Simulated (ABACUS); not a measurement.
## HfN: single point with r2SCAN

The system is HfN.

```
CELL_PARAMETERS angstrom
0.00000 2.25600 2.25600
2.25600 0.00000 2.25600
2.25600 2.25600 0.00000
ATOMIC_POSITIONS crystal
Hf 0.00000 0.00000 0.00000
N 0.50000 0.50000 0.50000
```

```
Program                                       : ABACUS 3.10.1
Task                                          : single point
Functional                                    : r2SCAN
Potentials or basis                           : SG15 ONCV 1.2 PBE
Cutoff                                        : 1320 eV
Density cutoff                                : 5279 eV
Basis                                         : plane waves
k mesh                                        : 6 × 6 × 6
Occupations                                   : fermi-dirac, width 0.05 eV
Spin                                          : no spin polarisation
Radial cutoff of the potentials (pseudo_rcut) : 7 bohr
SCF threshold on the density                  : 1e-08
Max SCF steps                                 : 100
Eigensolver                                   : dav
Mixing                                        : broyden
Mixing share                                  : 0.7
Symmetry key                                  : 1
Bands                                         : 26
```

```json
{"Pressure": "-7.7 GPa", "Band gap on the k mesh": "none (metal or under the smearing width)"}
```

Levels at points of the mesh, in eV from the Fermi level:
```tsv
k point	band 13	band 14	band 15	band 16	band 17	band 18	band 19	band 20
(0.00, 0.00, 0.00)	-3.27	-3.27	-3.27	-0.62	-0.62	-0.62	1.65	1.65
(0.50, 0.50, 0.50)	-9.34	-6.73	-6.73	3.10	3.33	3.33	4.70	8.58
(0.50, 0.50, 0.00)	-6.01	-4.06	-4.06	-4.05	3.68	4.99	4.99	5.37
```

It took 16 s on 4 MPI ranks on Intel(R) Xeon(R) 6975P-C (Granite Rapids), with other jobs on the host, peak memory 0.36 GiB a rank.

Caveat: the k mesh is coarse (spacing up to 0.40 Å⁻¹), so the values aren't converged; the potentials were made for another functional, which shifts forces and pressure. The run has no spin-orbit coupling, so splittings on Hf are missing.
